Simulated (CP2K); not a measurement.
# NaF (Villiaumite) under changes of volume

One of the cells (12.487 Å³/atom); the others are scaled copies at fixed shape and fractional positions:

```
Na F
1.0
     3.28098    0.00000    0.00000
     1.64049    2.84141    0.00000
     1.64049    0.94714    2.67891
Na F
1 1
Cartesian
  0.0000 0.0000 0.0000
  3.2810 1.8943 1.3395
```

```yaml
Program: CP2K 2026.2
Functional: PBE
Potentials_or_basis: POTENTIAL_UZH Na GTH-PBE-q9, F GTH-PBE-q7; TZVP-MOLOPT-PBE-GTH basis
Density_cutoff: 18368 eV
k_mesh: 10 × 10 × 10
Occupations: fermi-dirac, width 0.05 eV
Spin: no spin polarisation
```

```tsv
volume (Å³/atom)	energy over the lowest point (meV/atom)	pressure (GPa)	gap on the mesh (eV)
11.738	25.46	6.5	6.63
11.988	16.49	5.0	6.51
12.237	10.00	3.7	6.39
12.487	?	?	?
12.737	1.90	1.5	6.17
12.987	0.26	0.6	6.07
13.236	0.00	-0.3	5.98
```

Q: What does the run at 12.487 Å³/atom give?

A: Energy over the lowest point 5.09 meV/atom; pressure 2.6 GPa; gap on the mesh 6.28 eV.

Worked out: A Birch-Murnaghan fit of order 3 (a polynomial in V^(-2/3)) to the other rows has its minimum at 13.17 Å³/atom with B0 = V·E''(V) = 42 GPa and B' = 4.9. It gives 5.07 meV/atom at 12.487 Å³/atom, against the run's 5.09, and -dE/dV = 2.5 GPa, against 2.6. A straight line through the other rows of the gap, of slope -5.44 eV per unit of ln V (its deformation potential), gives 6.29 eV, against the run's 6.28.

Energies are extrapolated to zero smearing.

Caveats: the basis of atomic orbitals isn't converged, which shifts pressures, moduli and gaps.

A mesh can miss the band edges.
